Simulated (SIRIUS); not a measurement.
Zr:

```
Zr
1.0
     4.29913    0.00000    0.00000
     0.00000    4.29913    0.00000
     0.00000    0.00000    4.29913
Zr
3
Direct
  0.50000 0.00000 0.00000
  0.00000 0.50000 0.00000
  0.00000 0.00000 0.50000
```

The cell was built by a generator and needn't be a form met in nature.

Program: SIRIUS 7.10.0. Alike in all runs: task single point; potentials or basis PseudoDojo 0.4.1 PBE standard (scalar relativistic); no spin polarisation; cell as given; k mesh 6 × 6 × 6; cutoff (eV) 915; smearing fermi-dirac 0.05 eV. Hardware: 1 thread of Arm Neoverse V2 (shared host).

Order these runs on this cell by their wall time, lowest first.
A. level PBE
B. level PBE+U; U Zr d U = 4 eV; form of the Hubbard term simplified (Dudarev); hubbard projectors orthogonalised atomic orbitals; start of the occupations the program's own
C. level PBE+U; U Zr d U = 8 eV; form of the Hubbard term simplified (Dudarev); hubbard projectors orthogonalised atomic orbitals; start of the occupations the program's own

A (66 s), B (150 s), C (330 s).

Caveats: U without spin polarisation on a metal has little footing (some runs); the U is typed as a test and isn't derived for this compound (some runs).
